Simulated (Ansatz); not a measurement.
Isomers of C₃H₄N₂, relaxed with PBE0-D4/def2-TZVP in Ansatz; electronic energies, one conformer each and not always the lowest. Functionals use def2-TZVPP; CBS adds triple-zeta CCSD(T) − MP2 to the MP2 limit of def2-TZVPP and def2-QZVPP.

**Question.** Order them by energy at frozen-core CCSD(T)/CBS, lowest first. (An estimate is asked.)
A. `C=NC1C=N1`
B. `c1c[nH]cn1`
C. `CN=C=C=N`
D. `C=C(N)C#N`
E. `c1cn[nH]c1`
F. `NC1=C=CN1`

**Answer.** B (0.0 kJ/mol), E (45.4 kJ/mol), D (69.3 kJ/mol), A (265.0 kJ/mol), C (279.0 kJ/mol), F (414.8 kJ/mol).

**Question.** How do r2SCAN-D4, HF/CBS(def2), B2PLYP, B3LYP place them (kJ/mol, against `c1c[nH]cn1`)? (An estimate is asked.)

**Answer.** Ansatz gave: 
```tsv
isomer	r2SCAN-D4	HF/CBS(def2)	B2PLYP	B3LYP
`c1cn[nH]c1`	41.6	56.2	44.3	44.0
`NC1=C=CN1`	416.4	407.5	422.8	418.6
`C=C(N)C#N`	86.2	46.0	65.6	65.6
`C=NC1C=N1`	278.4	260.9	270.1	267.9
`CN=C=C=N`	264.6	278.5	262.5	245.9
```

B3LYP here is the variant with VWN-RPA as its local correlation; programs differ in this.
